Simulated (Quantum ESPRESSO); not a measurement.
PbF2 (Fluorocronite): zone-centre phonons and dielectric response under several settings

```xyz
3
Lattice="0.0000 2.9637 2.9637 2.9637 0.0000 2.9637 2.9637 2.9637 0.0000" Properties=species:S:1:pos:R:3 pbc="T T T"
Pb    0.0000    0.0000    0.0000
F     4.4455    4.4455    4.4455
F     1.4818    1.4818    1.4818
```

All runs used Quantum ESPRESSO 7.5; k mesh 4 × 4 × 4, shifted; relaxed cell; no spin polarisation; cutoff 1143 eV; occupations smeared at first, fixed for the response.

```tsv
level	potentials	volume (Å³/atom)	lowest optical mode without the field (cm⁻¹)	highest optical mode without the field (cm⁻¹)	highest mode with the field (cm⁻¹)	ε∞ (mean)	ε0 (mean)	Born charge of atom 1 (e)
LDA	PseudoDojo 0.4.1 SR LDA standard	16.35	131	262	334	3.44	22.3	3.23
PBE	PseudoDojo 0.4.1 SR PBE standard	17.99	101	238	310	3.27	31.0	3.15
AM05	PseudoDojo 0.4.1 SR PBE standard	?	?	?	?	?	?	?
WC	PseudoDojo 0.4.1 SR PBE standard	17.13	117	251	322	3.39	25.5	3.20
PW91	PseudoDojo 0.4.1 SR PBE standard	17.88	103	243	312	3.28	30.0	3.15
vdW-DF-cx	PseudoDojo 0.4.1 SR PBE standard	17.34	119	257	322	3.34	24.6	3.19
```

Question: What stands in the row left open?

Answer: Volume 17.41 Å³/atom; lowest optical mode without the field 102 cm⁻¹; highest optical mode without the field 241 cm⁻¹; highest mode with the field 316 cm⁻¹; ε∞ 3.35; ε0 31.8; Born charge of atom 1 3.19 e.

Caveats: the potentials were made for another functional, which shifts forces and pressure (some runs).

For the row left open. Caveat: the potentials were made for another functional, which shifts forces and pressure.
